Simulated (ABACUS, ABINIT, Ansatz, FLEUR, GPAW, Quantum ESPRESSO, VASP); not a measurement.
## BaTiO3: equilibrium volume by level of theory

**What was measured.** The equilibrium volume of BaTiO3 (Pm-3m) is reported as 12.89 Å³/atom (pmc:7004307, doi:10.1371/journal.pone.0228644). The runs below try to reproduce it.

```
CELL_PARAMETERS angstrom
4.00600 0.00000 0.00000
0.00000 4.00600 0.00000
0.00000 0.00000 4.00600
ATOMIC_POSITIONS crystal
Ba 0.50000 0.50000 0.50000
Ti 0.00000 0.00000 0.00000
O 0.00000 0.00000 0.50000
O 0.00000 0.50000 0.00000
O 0.50000 0.00000 0.00000
```

| rung | level | program and potentials | cutoff (eV) | k mesh | smearing | task | equilibrium volume (Å³/atom) | miss | notes |
| --- | --- | --- | --- | --- | --- | --- | --- | --- | --- |
| LDA | LDA | GPAW, the program's PAW data sets (release 1.2.1) made for this functional | 800 | 7 × 7 × 7 | fermi-dirac 0.05 | equation of state | 12.31 | -4.5 % | - |
| LDA | LDA | Quantum ESPRESSO, GBRV 1.5 LDA | 612 | 7 × 7 × 7 | fermi-dirac 0.05 | equation of state | 12.29 | -4.7 % | - |
| LDA | LDA | VASP, LDA PAW files Ba_sv, O, Ti_sv, 600 eV | 600 | 6 × 6 × 6 | gaussian 0.02 | relaxation of cell and atoms | 12.33 | -4.3 % | - |
| GGA | PBE | ABINIT, PseudoDojo NC SR PBE v0.4 stringent | 1252 | 5 × 5 × 5 | fermi-dirac 0.05 | relaxation of cell and atoms | 12.96 | +0.5 % | - |
| GGA | PBE | Ansatz, Ansatz PAW (earlier soft set) | 420 | 7 × 7 × 7 | fermi-dirac 0.05 | equation of state | 12.99 | +0.8 % | - |
| GGA | PBE | Ansatz, all-electron LAPW, scalar-relativistic | - | 7 × 7 × 7 | fermi-dirac 0.05 | equation of state | 12.99 | +0.8 % | - |
| GGA | PBE | GPAW, GPAW PAW data sets (gpaw-data 1.2.1) | 800 | 7 × 7 × 7 | fermi-dirac 0.05 | equation of state | 13.10 | +1.6 % | - |
| GGA | PBE | VASP, PBE PAW files Ba_sv, O, Ti_sv, 520 eV | 520 | 7 × 7 × 7 | fermi-dirac 0.05 | equation of state | 13.13 | +1.9 % | - |
| GGA + dispersion | PBE+D3(BJ) | VASP, PBE PAW files Ba_sv, O, Ti_sv, 520 eV | 520 | 6 × 6 × 6 | gaussian 0.02 | equation of state | 12.87 | -0.2 % | fit through 5 volumes |
| GGA | PBEsol | ABACUS, SPMS ONCV 1.0 PBE, plane waves | 1143 | 6 × 6 × 6 | fermi-dirac 0.05 | equation of state | 12.51 | -2.9 % | potentials made for PBE; fit through 4 volumes |
| GGA | PBEsol | Ansatz, all-electron LAPW, scalar-relativistic | - | 7 × 7 × 7 | fermi-dirac 0.05 | equation of state | 12.51 | -2.9 % | - |
| GGA | PBEsol | FLEUR, all-electron, FLAPW | - | 7 × 7 × 7 | fermi-dirac 0.05 | equation of state | 12.51 | -2.9 % | - |
| GGA | PBEsol | GPAW, PAW data sets generated for this functional | 800 | 7 × 7 × 7 | fermi-dirac 0.05 | equation of state | 12.64 | -1.9 % | - |
| GGA | PBEsol | Quantum ESPRESSO, GBRV 1.5 PBEsol | 612 | 7 × 7 × 7 | fermi-dirac 0.05 | equation of state | 12.60 | -2.2 % | - |
| GGA | PBEsol | VASP, PBE PAW files Ba_sv, O, Ti_sv, 520 eV | 520 | 7 × 7 × 7 | fermi-dirac 0.05 | equation of state | 12.66 | -1.8 % | potentials made for PBE |
| meta-GGA | SCAN | VASP, PBE PAW files Ba_sv, O, Ti_sv, 600 eV | 600 | 7 × 7 × 7 | gaussian 0.05 | relaxation of cell and atoms | 12.81 | -0.6 % | potentials made for PBE |
| meta-GGA | r2SCAN | VASP, PBE PAW files Ba_sv, O, Ti_sv, 600 eV | 600 | 7 × 7 × 7 | gaussian 0.05 | relaxation of cell and atoms | 12.87 | -0.2 % | potentials made for PBE |
| meta-GGA + dispersion | r2SCAN+D4 | VASP, PBE PAW files Ba_sv, O, Ti_sv, 600 eV | 600 | 7 × 7 × 7 | gaussian 0.05 | relaxation of cell and atoms | 12.80 | -0.7 % | potentials made for PBE |

All rows: no spin polarisation. Smearing widths are in eV. Meshes differ between rows, which moves values too. Meshes are those of the run's cell of 5 atoms unless a note names another. Relaxations start from the cell shown or near it and stop with a little pressure left. Misses use the values as printed. Runs on faulty files, with rough fits or with known faults for this quantity aren't shown. No row holds spin-orbit coupling.

By rung: LDA 12.29 to 12.33; GGA 12.51 to 13.13; GGA + dispersion 12.87; meta-GGA 12.81 to 12.87; meta-GGA + dispersion 12.80 (Å³/atom). Measured: 12.89 Å³/atom (pmc:7004307, doi:10.1371/journal.pone.0228644). Closest is PBE+D3(BJ) (-0.2 %), and PBE misses by +0.5 % to +1.9 % on plain settings. The runs are for a static lattice, while measurements hold temperature and zero-point motion.
